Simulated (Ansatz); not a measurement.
# AlN: the cost of one run

Program: Ansatz 0.2.0. Level of theory: DFT PBEsol, scalar-relativistic, plane waves, PAW. These are calculated values, not measurements.

2 further runs of the same task are left out: 2 set aside as unsound or not needed.

## (1) The system as given

The cell holds 36 atoms (Al17LaN18): a = 7.343 Å, b = 7.343 Å, c = 7.343 Å, α = 79.00°, β = 79.00°, γ = 79.00°.

The coordinates of this cell stand in the input of its own run.

The host was relaxed before at PBEsol: a = 3.114 Å, b = 3.114 Å, c = 4.984 Å, α = 90.00°, β = 90.00°, γ = 120.00° (conventional cell), 10.461 Å³/atom.

Places, in fractions of the supercell: La in place of Al at (0.278, 0.945, 0.278). The start keeps the symmetry of the ideal site.

## (2) Band edges of the host over the zone

Contents of input.yaml:

```yaml
crystal:
  lattice:
    - [3.1137807686, 0.0, 0.0]
    - [-1.5568903843, 2.6966132474, 0.0]
    - [0.0, 0.0, 4.9836450158]
  atoms:
    - { symbol: Al, position: [0.6666666667, 0.3333333333, 0.4990218916] }
    - { symbol: Al, position: [0.3333333333, 0.6666666667, 0.9990218916] }
    - { symbol: "N", position: [0.6666666667, 0.3333333333, 0.8809781084] }
    - { symbol: "N", position: [0.3333333333, 0.6666666667, 0.3809781084] }
basis:
  ecutwfc: 420
  xc_grid: 2
kpoints:
  mp_grid: { grid: [9, 9, 4] }
  band_path: { path: [VBM, CBM], npoints: 2 }
hamiltonian:
  xc: pbesol
scf:
  occupations: { method: gaussian, width: 0.02 }
output:
  forces: true
  stress: true
  eigenvalues: true
```

On the command line:

```
> ansatz run input.yaml --threads 8 --pin off --max-ram 16384MiB --backend cpu --events-out ev --progress --plain --runs-dir out
```

Q: Estimate wall time and peak memory on 8 threads of Arm Neoverse V1, shared host.

About 1.1 s, with a peak of 0.25 GiB.
